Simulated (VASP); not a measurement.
Wanted: the native input for a VASP 6.6.1 run.

```yaml
Task: single point
Functional: PBE
Potentials_or_basis: VASP PAW PBE potentials, release 64 (Sb_d_GW)
Cutoff: 500 eV
k_mesh: 6 × 6 × 3
Occupations: gaussian, width 0.02 eV
Spin: no spin polarisation
Further_INCAR_settings: ALGO = Fast; EDIFF = 1e-06
```

The structure of Sb lies in POSCAR:

```
Sb
1.0
    3.3545324186      0.0000000000      0.0000000000
   -1.6772662093      2.9051102923      0.0000000000
    0.0000000000      0.0000000000      5.4701606500
Sb
2
Direct
    0.6666666667      0.3333333333      0.7500000000
    0.3333333333      0.6666666667      0.2500000000
```

This isn't the form of Sb at room conditions, which is rhombohedral.

The input as run:

INCAR

```
PREC     = Accurate       # precision mode
ENCUT    = 500            # plane-wave cutoff, eV
EDIFF    = 1E-6           # SCF threshold, eV
ISMEAR   = 0              # smearing method
SIGMA    = 0.02           # smearing width, eV
LREAL    = F              # projectors in reciprocal space
LASPH    = T              # aspherical terms in the spheres
NELM     = 80             # most SCF steps
ALGO     = Fast           # electronic algorithm
ISIF     = 2              # what is computed and relaxed
LWAVE    = F              # write WAVECAR
LCHARG   = F              # write CHGCAR
GGA      = PE             # functional
```

KPOINTS

```
Automatic mesh
0
Gamma
  6 6 3
```

Potentials or basis: VASP PAW PBE potentials, release 64 (Sb_d_GW).

The run is started by

```console
$ cat potpaw_PBE.64/Sb_d_GW/POTCAR > POTCAR
$ mpirun -np 1 vasp_std > vasp.out
```

Results of the run:

```
Pressure               : 1.9 GPa
Band gap on the k mesh : none (metal or under the smearing width)
```

Caveat: the k mesh is coarse (spacing up to 0.38 Å⁻¹), so the values aren't converged.

Wall time 32 s on 1 thread of Intel(R) Xeon(R) Platinum 8488C (Sapphire Rapids), on a shared host, peak memory 0.16 GiB.
